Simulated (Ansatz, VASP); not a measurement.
# GaP in VASP and in Ansatz

```
Ga P
1.0
     0.00000    2.55566    2.55566
     2.55566    0.00000    2.55566
     2.55566    2.55566    0.00000
Ga P
1 1
Direct
  0.00000 0.00000 0.00000
  0.25000 0.25000 0.25000
```

Change from the starting cell: volume scaled by 0.8, PAW files.

Alike in both runs: task single point; functional PBE; k mesh 12 × 12 × 12; occupations fermi-dirac, width 0.1 eV; no spin polarisation.

|  | VASP | Ansatz |
| --- | --- | --- |
| version | VASP 6.6.1 | Ansatz 0.2.0 |
| potentials or method | VASP PAW PBE potentials, release 64 (Ga_d, P) | PAW with Ansatz's default frozen-core files, scalar-relativistic |
| plane-wave cutoff (eV) | 520 | 420 |
| valence electrons in the cell | 18 | 18 |

```tsv
	VASP	Ansatz	Ansatz less VASP
pressure (GPa)	27.8	28.1	+0.29
```

The functional is the same, so the differences come from potentials, cutoffs and numerics.

Caveats: so large a pressure means that the cell lies far from this level's equilibrium, or that cutoff or potentials fall short (VASP). A k mesh can miss the band edges.
